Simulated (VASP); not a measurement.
# Input and output of a VASP PBE single-point calculation on MgTe (strained wurtzite)

INCAR

```
LASPH = .TRUE.
LREAL = .FALSE.
LCHARG = .FALSE.
NELM = 120
LWAVE = .FALSE.
ISMEAR = -1
PREC = Accurate
SIGMA = 0.02
ISIF = 2
EDIFF = 1E-7
IBRION = -1
GGA = PE
ENCUT = 520
NBANDS = 16
NSW = 0
```

KPOINTS

```
KPOINTS created by Atomic Simulation Environment
0
Gamma
6 6 4
0 0 0
```

KPOINTS_OPT

```
special points
6
Reciprocal
0.0000000000 0.0000000000 0.0000000000 1
0.5000000000 0.0000000000 0.0000000000 1
0.3333333333 0.3333333333 0.0000000000 1
0.0000000000 0.0000000000 0.5000000000 1
0.5000000000 0.0000000000 0.5000000000 1
0.3333333333 0.3333333333 0.5000000000 1
```

POSCAR

```
Mg Te
 1.0000000000000000
     4.4375599846110374    0.0000000000000000    0.0000000000000000
    -2.2187799923055187    3.8430396774904412    0.0000000000000000
     0.0000000000000000    0.0000000000000000    7.2269635646000001
 Mg  Te
   2   2
Cartesian
  0.0000000000000000  2.5620264516602935 -0.0043943602543295
  2.2187799923055187  1.2810132258301468  3.6090874220456706
  0.0000000000000000  2.5620264516602935  2.7145056969793293
  2.2187799923055187  1.2810132258301468  6.3279874792793303
```

VASP ran with the recommended PBE PAW datasets (16 valence electrons in the cell).

Command

```
mpirun -np 1 vasp_std
```

From OUTCAR

```
k-points           NKPTS =     21   k-points in BZ     NKDIM =     21   number of bands    NBANDS=     16

   NELECT =      16.0000    total number of electrons

   dimension x,y,z NGX =    36 NGY =   36 NGZ =   54
   dimension x,y,z NGXF=    72 NGYF=   72 NGZF=  108

  energy-cutoff  :      520.00
  volume of cell :      123.25
      direct lattice vectors                 reciprocal lattice vectors
     4.437559985  0.000000000  0.000000000     0.225349066  0.130105344  0.000000000
    -2.218779992  3.843039677  0.000000000     0.000000000  0.260210688  0.000000000
     0.000000000  0.000000000  7.226963565     0.000000000  0.000000000  0.138370699

 k-points in reciprocal lattice and weights: KPOINTS created by Atomic Simulation Env
   0.00000000  0.00000000  0.00000000       0.007
   0.16666667  0.00000000  0.00000000       0.042
   0.33333333 -0.00000000  0.00000000       0.042
   0.50000000  0.00000000  0.00000000       0.021
   0.16666667  0.16666667  0.00000000       0.042
   0.33333333  0.16666667  0.00000000       0.083
   0.33333333  0.33333333  0.00000000       0.014
   0.00000000  0.00000000  0.25000000       0.014
   ...

 E-fermi :   2.9979

 k-point     1 :       0.0000    0.0000    0.0000
  band No.  band energies     occupation
      1      -7.9636      2.00000
      2      -7.2247      2.00000
      3      -1.0077      2.00000
      4       2.0419      2.00000
      5       2.0419      2.00000
      6       2.5809      2.00000
      7       2.5809      2.00000
      8       2.5851      2.00000
      9       5.4782      0.00000
     10       5.7616      0.00000
     11       7.9599      0.00000
     12       7.9599      0.00000
     13       8.3574      0.00000
     14       8.9879      0.00000
     15       8.9879      0.00000
     16       9.8875      0.00000

 k-point     2 :       0.1667    0.0000    0.0000
  band No.  band energies     occupation
      1      -7.8246      2.00000
      2      -7.1471      2.00000
      3      -0.8145      2.00000
      4       1.0915      2.00000
      5       1.5873      2.00000
      6       1.7769      2.00000
      7       2.4390      2.00000
      8       2.4681      2.00000
      9       6.3936      0.00000
     10       6.4713      0.00000
     11       7.7471      0.00000
     12       8.2478      0.00000
     13       8.3556      0.00000
     14       8.8382      0.00000
     15       9.0653      0.00000
     16       9.4953      0.00000

 k-point     3 :       0.3333   -0.0000    0.0000
  band No.  band energies     occupation
      1      -7.4867      2.00000
      2      -7.0094      2.00000
      3      -0.4849      2.00000
      4       0.0187      2.00000
      5       0.3258      2.00000
      6       1.3755      2.00000
      7       1.9403      2.00000
      8       2.2148      2.00000
      9       5.9978      0.00000
     10       6.7904      0.00000
     11       7.2192      0.00000
     12       8.2928      0.00000
     13       8.6745      0.00000
     14       9.6113      0.00000
     15       9.8339      0.00000
     16      10.7434      0.00000

 k-point     4 :       0.5000    0.0000    0.0000
  band No.  band energies     occupation
      1      -7.2470      2.00000
      2      -6.9854      2.00000
      3      -0.7943      2.00000
      4      -0.2688      2.00000
      5       0.3833      2.00000
      6       1.2098      2.00000
      7       1.4390      2.00000
      8       2.0917      2.00000
      9       5.7195      0.00000
     10       6.5641      0.00000
     11       6.9647      0.00000
     12       8.1201      0.00000
     13       9.4871      0.00000
     14       9.6392      0.00000
     15       9.9609      0.00000
     16      11.1378      0.00000

 k-point     5 :       0.1667    0.1667    0.0000
  band No.  band energies     occupation
      1      -7.5832      2.00000
      2      -7.0385      2.00000
      3      -0.4931      2.00000
      4       0.3977      2.00000
      5       0.4875      2.00000
      6       1.3573      2.00000
      7       2.0073      2.00000
      8       2.1236      2.00000
      9       7.1483      0.00000
     10       7.2665      0.00000
     11       7.4201      0.00000
     12       7.5480      0.00000
     13       8.2585      0.00000
     14       8.8494      0.00000
     15       9.3909      0.00000
     16      10.1030      0.00000

 k-point     6 :       0.3333    0.1667    0.0000
  band No.  band energies     occupation
      1      -7.2586      2.00000
      2      -6.9770      2.00000
      3      -0.5344      2.00000
      4      -0.1376      2.00000
      5       0.3739      2.00000
      6       0.7482      2.00000
      7       1.5249      2.00000
      8       1.5908      2.00000
      9       6.4261      0.00000
     10       6.9020      0.00000
     11       7.7448      0.00000
     12       8.3203      0.00000
     13       9.1254      0.00000
     14       9.6809      0.00000
     15       9.7463      0.00000
     16      10.5679      0.00000

 k-point     7 :       0.3333    0.3333    0.0000
  band No.  band energies     occupation
      1      -7.0502      2.00000
      2      -7.0502      2.00000
      3      -0.1844      2.00000
      4      -0.1844      2.00000
      5      -0.0798      2.00000
      6       0.9893      2.00000
      7       0.9893      2.00000
      8       1.0260      2.00000
      9       5.9653      0.00000
     10       8.7726      0.00000
     11       8.7726      0.00000
     12       8.8502      0.00000
     13       9.0654      0.00000
     14       9.0654      0.00000
     15      10.2219      0.00000
     16      10.2219      0.00000

 k-point     8 :       0.0000    0.0000    0.2500
  band No.  band energies     occupation
      1      -7.8723      2.00000
      2      -7.3543      2.00000
      3      -0.6202      2.00000
      4       1.7351      2.00000
      5       2.1134      2.00000
      6       2.1134      2.00000
      7       2.4938      2.00000
      8       2.4938      2.00000
      9       5.9306      0.00000
     10       6.1857      0.00000
     11       7.9814      0.00000
     12       7.9814      0.00000
     13       8.1479      0.00000
     14       8.6677      0.00000
     15       8.6677      0.00000
     16      10.2950      0.00000

 k-point     9 :       0.1667    0.0000    0.2500
  band No.  band energies     occupation
      1      -7.7394      2.00000
      2      -7.2636      2.00000
      3      -0.5006      2.00000
      4       1.1093      2.00000
      5       1.2981      2.00000
      6       1.8640      2.00000
      7       2.1978      2.00000
      8       2.3495      2.00000
      9       6.4886      0.00000
     10       6.8393      0.00000
     11       7.6736      0.00000
     12       8.1016      0.00000
     13       8.3923      0.00000
     14       8.4590      0.00000
     15       9.3245      0.00000
     16       9.7635      0.00000

 k-point    10 :       0.3333   -0.0000    0.2500
  band No.  band energies     occupation
      1      -7.4224      2.00000
      2      -7.0855      2.00000
      3      -0.5879      2.00000
      4      -0.0493      2.00000
      5       0.6170      2.00000
      6       1.4769      2.00000
      7       1.9753      2.00000
      8       2.0637      2.00000
      9       5.9323      0.00000
     10       6.3730      0.00000
     11       7.3756      0.00000
     12       8.2655      0.00000
     13       8.7095      0.00000
     14       9.5302      0.00000
     15      10.3190      0.00000
     16      10.7279      0.00000

 k-point    11 :       0.5000    0.0000    0.2500
  band No.  band energies     occupation
      1      -7.2080      2.00000
      2      -7.0227      2.00000
      3      -0.9207      2.00000
      4      -0.5573      2.00000
      5       0.8425      2.00000
      6       1.3152      2.00000
      7       1.7118      2.00000
      8       1.9310      2.00000
      9       5.7658      0.00000
     10       5.8859      0.00000
     11       7.4529      0.00000
     12       7.7363      0.00000
     13       8.5877      0.00000
     14       9.3740      0.00000
     15      11.4945      0.00000
     16      11.6562      0.00000

 k-point    12 :       0.1667    0.1667    0.2500
  band No.  band energies     occupation
      1      -7.5117      2.00000
      2      -7.1278      2.00000
      3      -0.4348      2.00000
      4       0.2757      2.00000
      5       0.7611      2.00000
      6       1.3104      2.00000
      7       1.8583      2.00000
      8       2.1358      2.00000
      9       6.7143      0.00000
     10       7.1370      0.00000
     11       7.6091      0.00000
     12       7.8192      0.00000
     13       8.4926      0.00000
     14       8.6887      0.00000
     15       9.4823      0.00000
     16      10.0280      0.00000

 ...

  Total        3.7337854      3.7337854      3.7046758      0.0000000      0.0000000      0.0000000
  in kB       48.5383447     48.5383447     48.1599270      0.0000000      0.0000000      0.0000000
  external PRESSURE =      48.4122055 kB  Pullay stress =       0.0000000 kB

 POSITION                                       TOTAL-FORCE (eV/Angst)
 -----------------------------------------------------------------------------------
      0.00000      2.56203      7.22257         0.000000      0.000000     -0.001312
      2.21878      1.28101      3.60909        -0.000000      0.000000     -0.001312
      0.00000      2.56203      2.71451        -0.000000      0.000000      0.001312
      2.21878      1.28101      6.32799         0.000000      0.000000      0.001312
 -----------------------------------------------------------------------------------
    total drift:                               -0.000000     -0.000000     -0.000452

  FREE ENERGIE OF THE ION-ELECTRON SYSTEM (eV)
  ---------------------------------------------------
  free  energy   TOTEN  =       -12.6095536123 eV

  energy  without entropy=      -12.6095536122  energy(sigma->0) =      -12.60955361
```

The gap between bands v and c is 2.89 eV. The least direct gap is 2.89 eV and the pressure is 4.8 GPa.

Band v is the last that the valence electrons fill when counted band by band, and c is the next.

The run took about 51 s on one core of a shared host (Intel Xeon Platinum 8488C) and held 0.29 GiB at most.
